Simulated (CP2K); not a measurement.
## SnO2 under changes of volume

One of the cells (11.371 Å³/atom); the others are scaled copies at fixed shape and fractional positions:

```
Sn O
1.0
     3.64040    0.00000    0.00000
     1.82020    3.15268    0.00000
     1.82020    1.05089    2.97237
Sn O
1 2
Cartesian
  0.0000 0.0000 0.0000
  5.4606 3.1527 2.2293
  1.8202 1.0509 0.7431
```

Measurements of this composition are mostly on another form, of space group No. 136.

- Program: CP2K 2026.2
- Functional: PBE
- Potentials or basis: POTENTIAL_UZH Sn GTH-PBE-q4, O GTH-PBE-q6; TZVP-MOLOPT-PBE-GTH basis
- Density cutoff: 8163 eV
- k mesh: 9 × 9 × 9
- Occupations: fermi-dirac, width 0.05 eV
- Spin: no spin polarisation

| volume (Å³/atom) | energy over the lowest point (meV/atom) | pressure (GPa) |
| --- | --- | --- |
| 10.689 | 56.88 | 19.4 |
| 10.916 | 33.17 | 14.3 |
| 11.144 | 16.25 | 9.7 |
| 11.371 | 5.52 | 5.5 |
| 11.599 | ? | ? |
| 11.826 | 0.00 | -1.5 |
| 12.054 | 4.30 | -4.5 |

Q: What does the run at 11.599 Å³/atom give?

A: Energy over the lowest point 0.38 meV/atom; pressure 1.8 GPa.

Worked out: A Birch-Murnaghan fit of order 3 (a polynomial in V^(-2/3)) to the other rows has its minimum at 11.72 Å³/atom with B0 = V·E''(V) = 171 GPa and B' = 4.3. It gives 0.26 meV/atom at 11.599 Å³/atom, against the run's 0.38, and -dE/dV = 1.9 GPa, against 1.8.

Energies are extrapolated to zero smearing.

Caveats: the basis of atomic orbitals isn't converged, which shifts pressures, moduli and gaps.
